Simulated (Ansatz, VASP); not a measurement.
## One calculation of TePb, two programs

```
CELL_PARAMETERS angstrom
0.00000 3.23100 3.23100
3.23100 0.00000 3.23100
3.23100 3.23100 0.00000
ATOMIC_POSITIONS crystal
Te 0.50000 0.50000 0.50000
Pb 0.00000 0.00000 0.00000
```

Alike in both runs: task relaxation of cell and atoms; functional PBEsol; k mesh 10 × 10 × 10; occupations fermi-dirac, width 0.1 eV; no spin polarisation.

```csv
,VASP,Ansatz
version,VASP 6.6.1,Ansatz 0.2.0
potentials or method,"VASP PAW PBE potentials, release 64 (Te, Pb_d)","PAW with Ansatz's default frozen-core files, scalar-relativistic"
plane-wave cutoff (eV),600,420
valence electrons in the cell,20,30
```

VASP gave:

```
relaxed volume (Å³/atom)                                     : 33.44
relaxed cell length with the largest relative difference (Å) : 4.556
```

Question: What did Ansatz give for the same quantities?

Answer: Relaxed volume (Å³/atom): 33.43; relaxed cell length with the largest relative difference (Å): 4.556.

The two sets of potentials don't hold the same shells in valence.

Caveats: the PAW data sets were made with another functional, which shifts forces and pressure a little (VASP). A k mesh can miss the band edges.
